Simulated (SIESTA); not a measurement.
AlNi under changes of volume

One of the cells (12.196 Å³/atom); the others are scaled copies at fixed shape and fractional positions:

```
Ni Al
1.0
     2.90008    0.00000    0.00000
     0.00000    2.90008    0.00000
     0.00000    0.00000    2.90008
Ni Al
1 1
Cartesian
  1.4500 1.4500 1.4500
  0.0000 0.0000 0.0000
```

```yaml
Program: SIESTA 5.4.2
Functional: PBE
Potentials_or_basis: PseudoDojo 0.4 standard (PBE files)
Basis: DZP (energy shift 0.003 Ry; two zetas on semicore shells)
Grid_cutoff: 800 Ry
Energy_shift: 0.003 Ry
k_mesh: 9 × 9 × 9
Occupations: fermi-dirac, width 0.05 eV
Spin: collinear spin, ferromagnetic start
Starting_moments: "[1.0, 0.0] μB"
```

| volume (Å³/atom) | energy over the lowest point (meV/atom) | pressure (GPa) |
| --- | --- | --- |
| 11.239 | 25.19 | 12.3 |
| 11.478 | 10.13 | 8.2 |
| 11.717 | 1.06 | 4.1 |
| 12.196 | 0.00 | -2.8 |
| 12.435 | ? | ? |
| 12.674 | 16.29 | -8.0 |

What does the run at 12.435 Å³/atom give?

Energy over the lowest point 6.19 meV/atom; pressure -5.4 GPa.

Worked out: A Birch-Murnaghan fit of order 3 (a polynomial in V^(-2/3)) to the other rows has its minimum at 11.98 Å³/atom with B0 = V·E''(V) = 165 GPa and B' = 5.5. It gives 6.20 meV/atom at 12.435 Å³/atom, against the run's 6.19, and -dE/dV = -5.5 GPa, against -5.4.

Energies are extrapolated to zero smearing.

Caveats: short orbitals over semicore shells can move pressures by several GPa; the basis of atomic orbitals isn't converged, which shifts pressures, moduli and gaps.
